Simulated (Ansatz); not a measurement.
Input and command of a plane-wave DFT calculation in Ansatz:

```yaml
crystal:
  lattice:
    - [-3.9827256588, 3.9827256588, 0.0]
    - [-3.9827256588, 0.0, 3.9827256588]
    - [0.0, 3.9827256588, 3.9827256588]
  atoms:
    - { symbol: Al, position: [-0.0031481298, -0.0011672203, 0.0024115467] }
    - { symbol: Al, position: [0.5132118274, -0.0094075185, -0.0057919902] }
    - { symbol: Al, position: [-0.0026670424, 0.4950115848, 0.0094951159] }
    - { symbol: Al, position: [-0.0045182109, -0.0012878045, 0.501121923] }
    - { symbol: Al, position: [0.4929832081, 0.5077191041, -0.0012255332] }
    - { symbol: Al, position: [0.4993609669, 0.0088144906, 0.4874218293] }
    - { symbol: Al, position: [0.0035293211, 0.5091910966, 0.4961804194] }
    - { symbol: Al, position: [0.5012480596, 0.4911262672, 0.5103866892] }
basis:
  ecutwfc: 420
kpoints:
  mp_grid: { grid: [14, 14, 14] }
hamiltonian:
  xc: pbe
  dispersion: d3bj
scf:
  occupations: { method: gaussian, width: 0.15 }
output:
  forces: true
  stress: true
  eigenvalues: true
  write_density: true
  write_potential: true
  elf: true
  volumetric_format: npy
```

```bash
ansatz run input.yaml --threads 2 --pin off --max-ram 5120MiB --backend cpu --events-out ev --progress --plain --runs-dir out
```

Processor: Intel(R) Xeon(R) Processor @ 2.70GHz, 2 threads, on a host shared with other jobs.

Task: How long does it run, and how much memory does it take?

Result: About 3.5 min on 2 threads of Intel(R) Xeon(R) Processor @ 2.70GHz, with other jobs on the host, peak memory 2.9 GiB. It solves 20 bands at 1376 k points (the mesh reduced by the symmetry that the task leaves, which can be less than the crystal's) with about 2445 plane waves, in 6 SCF iterations.
